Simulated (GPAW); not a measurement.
# MgB2 (P6/mmm) in GPAW: a series of runs

One crystal, MgB2, is run at these levels: PBEsol+D3(BJ), PBEsol+D3(BJ)+ATM; tasks: relaxation of cell and atoms.

Everything below comes from runs of GPAW 26.7.0. Logs are shortened: lines on timing, memory, paths and dates and some standing lists are left out, and cuts for length are marked. The log counts tension as positive stress, the text compression.

## Step 1: The structure

Symmetry: P6/mmm, No. 191, hexagonal system. The conventional cell has a = 3.085 Å, b = 3.085 Å, c = 3.523 Å, α = 90.00°, β = 90.00°, γ = 120.00°. Mg (site symmetry 6/mmm) has 12 B at 2.51 Å as nearest neighbours. B (site symmetry -6m2) has 3 B at 1.78 Å as nearest neighbours.

## Step 2: Relaxation of cell and atoms, PBEsol+D3(BJ)

run.py reads:

```python
from ase import Atoms
from ase.calculators.mixing import SumCalculator
from ase.filters import FrechetCellFilter
from ase.io import write
from ase.optimize import BFGS
from dftd3.ase import DFTD3
from gpaw import GPAW, PW, setup_paths

setup_paths.insert(0, '.')

atoms = Atoms(['Mg', 'B', 'B'],
              cell=[[3.085, 0.0, 0.0],
                    [-1.5425, 2.6716883707, 0.0],
                    [0.0, 0.0, 3.523]],
              scaled_positions=[[0.0, 0.0, 0.0],
                                [0.6666666667, 0.3333333333, 0.5],
                                [0.3333333333, 0.6666666667, 0.5]],
              pbc=True)

calc = GPAW(mode=PW(800),
            xc='PBEsol',
            kpts={'size': (7, 7, 6), 'gamma': True},
            occupations={'name': 'fermi-dirac', 'width': 0.05},
            nbands=17,
            convergence={'density': 1e-05, 'forces': 0.0001},
            maxiter=150,
            txt='gpaw.txt')
atoms.calc = SumCalculator([calc, DFTD3(method='pbesol', damping='d3bj')])
opt = BFGS(FrechetCellFilter(atoms), trajectory='relax.traj', logfile='-')
done = opt.run(fmax=0.02, steps=60)
calc.write('gs.gpw')
write('result.traj', atoms)
print('Converged:', done)
print('Cell:', atoms.cell.cellpar().round(4))
print('Volume:', round(atoms.get_volume(), 4))
print(atoms.get_scaled_positions().round(5))
```

Potentials or basis: PAW data sets generated in the run's folder for this functional, pw.

On the command line:

```sh
$ gpaw-setup -f PBEsol B Mg
$ OMP_NUM_THREADS=1 python run.py
```

gpaw.txt:

```text
__  _  _
 | _ |_)|_||  |
 |__||  | ||/\| - 26.7.0

Input parameters:
  mode=PW(ecut=800.0),
  convergence={'density': 1e-05, 'forces': 0.0001},
  kpts=MonkhorstPack(size=(7, 7, 6), gamma=True),
  maxiter=150,
  nbands=17,
  occupations=Occupations(name='fermi-dirac', width=0.05),
  xc=XC(name='PBEsol')

Diagonalizing LCAO Hamiltonian
Converting LCAO to pw mode

         B  B

       Mg

Atoms  # Å, Bohr magnetons
|   | symbol |         x |        y |        z |    initial magnetic moments |
|---|--------|-----------|----------|----------|-----------------------------|
| 0 |     Mg |  0.000000 | 0.000000 | 0.000000 | ( 0.0000,  0.0000,  0.0000) |
| 1 |      B |  1.542500 | 0.890563 | 1.761500 | ( 0.0000,  0.0000,  0.0000) |
| 2 |      B | -0.000000 | 1.781126 | 1.761500 | ( 0.0000,  0.0000,  0.0000) |

Unit cell  # Å
| periodic |         x |        y |        z |  lengths |     angles |
|----------|-----------|----------|----------|----------|------------|
|      yes |  3.085000 | 0.000000 | 0.000000 | 3.085000 |  90.000000 |
|      yes | -1.542500 | 2.671688 | 0.000000 | 3.085000 |  90.000000 |
|      yes |  0.000000 | 0.000000 | 3.523000 | 3.523000 | 120.000000 |

Number of symmetries: 24
Symmetry operations  # r_c * U_cc + t_c -> r_c
|    | kind |            matrix            |
|----|------|------------------------------|
|  0 |  σ   |  1, 1, 0,  0,-1, 0,  0, 0, 1 |
|  1 |  C2  |  1, 1, 0,  0,-1, 0,  0, 0,-1 |
|  2 |  C6  |  1, 1, 0, -1, 0, 0,  0, 0, 1 |
|  3 |  S6  |  1, 1, 0, -1, 0, 0,  0, 0,-1 |
|  4 |  E   |  1, 0, 0,  0, 1, 0,  0, 0, 1 |
|  5 |  σ   |  1, 0, 0,  0, 1, 0,  0, 0,-1 |
|  6 |  σ   |  1, 0, 0, -1,-1, 0,  0, 0, 1 |
|  7 |  C2  |  1, 0, 0, -1,-1, 0,  0, 0,-1 |
|  8 |  σ   |  0, 1, 0,  1, 0, 0,  0, 0, 1 |
|  9 |  C2  |  0, 1, 0,  1, 0, 0,  0, 0,-1 |
| 10 |  C3  |  0, 1, 0, -1,-1, 0,  0, 0, 1 |
| 11 |  S3  |  0, 1, 0, -1,-1, 0,  0, 0,-1 |
| 12 |  C6  |  0,-1, 0,  1, 1, 0,  0, 0, 1 |
| 13 |  S6  |  0,-1, 0,  1, 1, 0,  0, 0,-1 |
[... 182 lines left out ...]
|          4 |        -5.264 |     2.000 |
|          5 |         4.208 |     2.000 |
|          6 |         7.494 |     0.000 |
|          7 |         7.494 |     0.000 |
|          8 |         8.778 |     0.000 |
|          9 |        13.401 |     0.000 |
|         10 |        13.401 |     0.000 |
|         11 |        15.245 |     0.000 |
|         12 |        17.074 |     0.000 |
|         13 |        19.706 |     0.000 |
|        ... |               |           |
|         16 |        26.173 |     0.000 |

No gap
No difference between direct/indirect transitions

Stress tensor  # eV/Ang^3
|         x |        y |        z |
|-----------|----------|----------|
|  0.025196 | 0.000000 | 0.000000 |
| -0.000000 | 0.025196 | 0.000000 |
|  0.000000 | 0.000000 | 0.010770 |

Forces  # eV/Ang
|       x |        y |       z |
|---------|----------|---------|
| 0.00000 |  0.00000 | 0.00000 |  # Mg   0
| 0.00000 |  0.00000 | 0.00000 |  # B    1
| 0.00000 | -0.00000 | 0.00000 |  # B    2

Interpolating wave functions to new cell

         B  B

       Mg

Atoms  # Å, Bohr magnetons
|   | symbol |         x |         y |        z |    initial magnetic moments |
|---|--------|-----------|-----------|----------|-----------------------------|
| 0 |     Mg | -0.000000 | -0.000000 | 0.000000 | ( 0.0000,  0.0000,  0.0000) |
| 1 |      B |  1.538953 |  0.888515 | 1.758632 | ( 0.0000,  0.0000,  0.0000) |
| 2 |      B | -0.000000 |  1.777030 | 1.758632 | ( 0.0000,  0.0000,  0.0000) |

Unit cell  # Å
| periodic |         x |        y |        z |  lengths |     angles |
|----------|-----------|----------|----------|----------|------------|
|      yes |  3.077906 | 0.000000 | 0.000000 | 3.077906 |  90.000000 |
|      yes | -1.538953 | 2.665544 | 0.000000 | 3.077906 |  90.000000 |
|      yes |  0.000000 | 0.000000 | 3.517265 | 3.517265 | 120.000000 |

Number of symmetries: 24
Symmetry operations  # r_c * U_cc + t_c -> r_c
|    | kind |            matrix            |
|----|------|------------------------------|
|  0 |  σ   |  1, 1, 0,  0,-1, 0,  0, 0, 1 |
|  1 |  C2  |  1, 1, 0,  0,-1, 0,  0, 0,-1 |
|  2 |  C6  |  1, 1, 0, -1, 0, 0,  0, 0, 1 |
|  3 |  S6  |  1, 1, 0, -1, 0, 0,  0, 0,-1 |
|  4 |  E   |  1, 0, 0,  0, 1, 0,  0, 0, 1 |
|  5 |  σ   |  1, 0, 0,  0, 1, 0,  0, 0,-1 |
|  6 |  σ   |  1, 0, 0, -1,-1, 0,  0, 0, 1 |
|  7 |  C2  |  1, 0, 0, -1,-1, 0,  0, 0,-1 |
|  8 |  σ   |  0, 1, 0,  1, 0, 0,  0, 0, 1 |
|  9 |  C2  |  0, 1, 0,  1, 0, 0,  0, 0,-1 |
| 10 |  C3  |  0, 1, 0, -1,-1, 0,  0, 0, 1 |
| 11 |  S3  |  0, 1, 0, -1,-1, 0,  0, 0,-1 |
| 12 |  C6  |  0,-1, 0,  1, 1, 0,  0, 0, 1 |
| 13 |  S6  |  0,-1, 0,  1, 1, 0,  0, 0,-1 |
[... 143 lines left out ...]
SCF iterations
|iter     | |      energy | eigst |  dens |force |
|---------|-|-------------|-------|-------|------|
|iter:   1| |  -16.431621 | -2.69 |       |      |
|iter:   2| |  -16.431605 | -5.29 | -2.93 |      |
|iter:   3| |  -16.431496c| -5.52 | -2.96 |      |
|iter:   4| |  -16.431498c| -6.77 | -3.69 |      |
|iter:   5| |  -16.431498c| -7.82c| -4.23 |      |
|iter:   6| |  -16.431498c| -8.88c| -4.90 |      |
|iter:   7| |  -16.431498c| -9.08c| -5.89c|      |
|iter:   8| |  -16.431498c|-10.32c| -6.40c|-16.38c|

Converged in 8 steps
Energy contributions relative to reference atoms: (reference = -6769.400023)

Energy contributions:
  Kinetic:          10.864317
  Coulomb:          -6.826895
  Zero:             -0.034484
  External:          0.000000
  Xc:              -20.430961
  Entropy:          -0.006949
  Spinorbit:         0.000000
  ----------------------------
  Free energy:     -16.434972
  Extrapolated:    -16.431498
[... 11 lines left out ...]
|          4 |        -5.246 |     2.000 |
|          5 |         4.245 |     2.000 |
|          6 |         7.558 |     0.000 |
|          7 |         7.558 |     0.000 |
|          8 |         8.838 |     0.000 |
|          9 |        13.491 |     0.000 |
|         10 |        13.491 |     0.000 |
|         11 |        15.380 |     0.000 |
|         12 |        17.189 |     0.000 |
|         13 |        19.838 |     0.000 |
|        ... |               |           |
|         16 |        26.331 |     0.000 |

No gap
No difference between direct/indirect transitions

Stress tensor  # eV/Ang^3
|         x |         y |        z |
|-----------|-----------|----------|
|  0.018249 | -0.000000 | 0.000000 |
| -0.000000 |  0.018249 | 0.000000 |
|  0.000000 |  0.000000 | 0.007043 |

Forces  # eV/Ang
|        x |        y |       z |
|----------|----------|---------|
|  0.00000 |  0.00000 | 0.00000 |  # Mg   0
| -0.00000 | -0.00000 | 0.00000 |  # B    1
| -0.00000 |  0.00000 | 0.00000 |  # B    2
[... 748 lines left out ...]
Atoms  # Å, Bohr magnetons
|   | symbol |         x |         y |         z |    initial magnetic moments |
|---|--------|-----------|-----------|-----------|-----------------------------|
| 0 |     Mg | -0.000000 | -0.000000 | -0.000000 | ( 0.0000,  0.0000,  0.0000) |
| 1 |      B |  1.519104 |  0.877055 |  1.734879 | ( 0.0000,  0.0000,  0.0000) |
| 2 |      B | -0.000000 |  1.754110 |  1.734879 | ( 0.0000,  0.0000,  0.0000) |

Unit cell  # Å
| periodic |         x |        y |         z |  lengths |     angles |
|----------|-----------|----------|-----------|----------|------------|
|      yes |  3.038207 | 0.000000 |  0.000000 | 3.038207 |  90.000000 |
|      yes | -1.519104 | 2.631165 | -0.000000 | 3.038207 |  90.000000 |
|      yes | -0.000000 | 0.000000 |  3.469759 | 3.469759 | 120.000000 |

Number of symmetries: 24
Symmetry operations  # r_c * U_cc + t_c -> r_c
|    | kind |            matrix            |
|----|------|------------------------------|
|  0 |  σ   |  1, 1, 0,  0,-1, 0,  0, 0, 1 |
|  1 |  C2  |  1, 1, 0,  0,-1, 0,  0, 0,-1 |
|  2 |  C6  |  1, 1, 0, -1, 0, 0,  0, 0, 1 |
|  3 |  S6  |  1, 1, 0, -1, 0, 0,  0, 0,-1 |
|  4 |  E   |  1, 0, 0,  0, 1, 0,  0, 0, 1 |
|  5 |  σ   |  1, 0, 0,  0, 1, 0,  0, 0,-1 |
|  6 |  σ   |  1, 0, 0, -1,-1, 0,  0, 0, 1 |
|  7 |  C2  |  1, 0, 0, -1,-1, 0,  0, 0,-1 |
|  8 |  σ   |  0, 1, 0,  1, 0, 0,  0, 0, 1 |
|  9 |  C2  |  0, 1, 0,  1, 0, 0,  0, 0,-1 |
| 10 |  C3  |  0, 1, 0, -1,-1, 0,  0, 0, 1 |
| 11 |  S3  |  0, 1, 0, -1,-1, 0,  0, 0,-1 |
| 12 |  C6  |  0,-1, 0,  1, 1, 0,  0, 0, 1 |
| 13 |  S6  |  0,-1, 0,  1, 1, 0,  0, 0,-1 |
[... 195 lines left out ...]
Stress tensor  # eV/Ang^3
|         x |         y |         z |
|-----------|-----------|-----------|
| -0.025607 |  0.000000 |  0.000000 |
|  0.000000 | -0.025607 |  0.000000 |
|  0.000000 |  0.000000 | -0.023141 |

Forces  # eV/Ang
|        x |       y |       z |
|----------|---------|---------|
|  0.00000 | 0.00000 | 0.00000 |  # Mg   0
| -0.00000 | 0.00000 | 0.00000 |  # B    1
|  0.00000 | 0.00000 | 0.00000 |  # B    2

Interpolating wave functions to new cell

         B  B

       Mg

Atoms  # Å, Bohr magnetons
|   | symbol |         x |         y |         z |    initial magnetic moments |
|---|--------|-----------|-----------|-----------|-----------------------------|
| 0 |     Mg | -0.000000 | -0.000000 | -0.000000 | ( 0.0000,  0.0000,  0.0000) |
| 1 |      B |  1.519219 |  0.877122 |  1.731939 | ( 0.0000,  0.0000,  0.0000) |
| 2 |      B | -0.000000 |  1.754244 |  1.731939 | ( 0.0000,  0.0000,  0.0000) |

Unit cell  # Å
| periodic |         x |        y |         z |  lengths |     angles |
|----------|-----------|----------|-----------|----------|------------|
|      yes |  3.038439 | 0.000000 | -0.000000 | 3.038439 |  90.000000 |
|      yes | -1.519219 | 2.631365 |  0.000000 | 3.038439 |  90.000000 |
|      yes | -0.000000 | 0.000000 |  3.463878 | 3.463878 | 120.000000 |

Number of symmetries: 24
Symmetry operations  # r_c * U_cc + t_c -> r_c
|    | kind |            matrix            |
|----|------|------------------------------|
|  0 |  σ   |  1, 1, 0,  0,-1, 0,  0, 0, 1 |
|  1 |  C2  |  1, 1, 0,  0,-1, 0,  0, 0,-1 |
|  2 |  C6  |  1, 1, 0, -1, 0, 0,  0, 0, 1 |
|  3 |  S6  |  1, 1, 0, -1, 0, 0,  0, 0,-1 |
|  4 |  E   |  1, 0, 0,  0, 1, 0,  0, 0, 1 |
|  5 |  σ   |  1, 0, 0,  0, 1, 0,  0, 0,-1 |
|  6 |  σ   |  1, 0, 0, -1,-1, 0,  0, 0, 1 |
|  7 |  C2  |  1, 0, 0, -1,-1, 0,  0, 0,-1 |
|  8 |  σ   |  0, 1, 0,  1, 0, 0,  0, 0, 1 |
|  9 |  C2  |  0, 1, 0,  1, 0, 0,  0, 0,-1 |
| 10 |  C3  |  0, 1, 0, -1,-1, 0,  0, 0, 1 |
| 11 |  S3  |  0, 1, 0, -1,-1, 0,  0, 0,-1 |
| 12 |  C6  |  0,-1, 0,  1, 1, 0,  0, 0, 1 |
| 13 |  S6  |  0,-1, 0,  1, 1, 0,  0, 0,-1 |
[... 202 lines left out ...]
Forces  # eV/Ang
|        x |        y |       z |
|----------|----------|---------|
|  0.00000 | -0.00000 | 0.00000 |  # Mg   0
| -0.00000 | -0.00000 | 0.00000 |  # B    1
|  0.00000 |  0.00000 | 0.00000 |  # B    2

# Writing to gs.gpw (mode='')
```

It took 39 s on 1 thread of Intel Xeon 6975P-C (Granite Rapids), shared host; peak memory 0.24 GiB.

What came out:

```yaml
Free_energy: -17.1655 eV
Relaxed_volume: 9.23 Å³/atom
Relaxed_cell: a = 3.038 Å, b = 3.038 Å, c = 3.464 Å, α = 90.00°, β = 90.00°, γ = 120.00°
Space_group_after_relaxing_to_0.05_Å: P6/mmm (No. 191)
Energy_gained_by_relaxing: 10.1 meV/atom
Ionic_steps: 7
Pressure_after_relaxing: -0.2 GPa
Band_gap_on_the_k_mesh: none (metal or under the smearing width)
Dispersion_energy_per_atom: -0.246 eV
```

Step by step:
```csv
step,energy change (eV),largest force (eV/Å),pressure (GPa),volume (Å³)
1,0.0000,0.0000,-7.22,29.04
2,-0.0076,0.0000,-6.33,28.86
3,-0.0299,0.0000,0.15,27.68
4,-0.0301,0.0000,-0.11,27.72
5,-0.0302,0.0000,-0.31,27.75
6,-0.0304,0.0000,-0.36,27.74
7,-0.0304,0.0000,-0.18,27.69
```

Final structure:
```
Mg B
1.0
     3.03844    0.00000    0.00000
    -1.51922    2.63137    0.00000
     0.00000    0.00000    3.46388
Mg B
1 2
Direct
  0.00000 0.00000 0.00000
  0.66667 0.33333 0.50000
  0.33333 0.66667 0.50000
```

Levels at points of the mesh, in eV from the Fermi level:
| k point | band 5 | band 6 | band 7 | band 8 | band 9 | band 10 | band 11 | band 12 |
| --- | --- | --- | --- | --- | --- | --- | --- | --- |
| (0.00, 0.00, 0.00) | -12.54 | -2.86 | 0.53 | 0.53 | 1.93 | 6.60 | 6.60 | 8.74 |
| (0.00, 0.00, 0.50) | -11.18 | -7.50 | 0.93 | 0.93 | 6.91 | 6.91 | 8.36 | 10.55 |

Caveat: later steps reuse the first step's grids; pairwise dispersion overbinds metals, which lowers pressure and volume.

(Continued in part 2 of 2.)
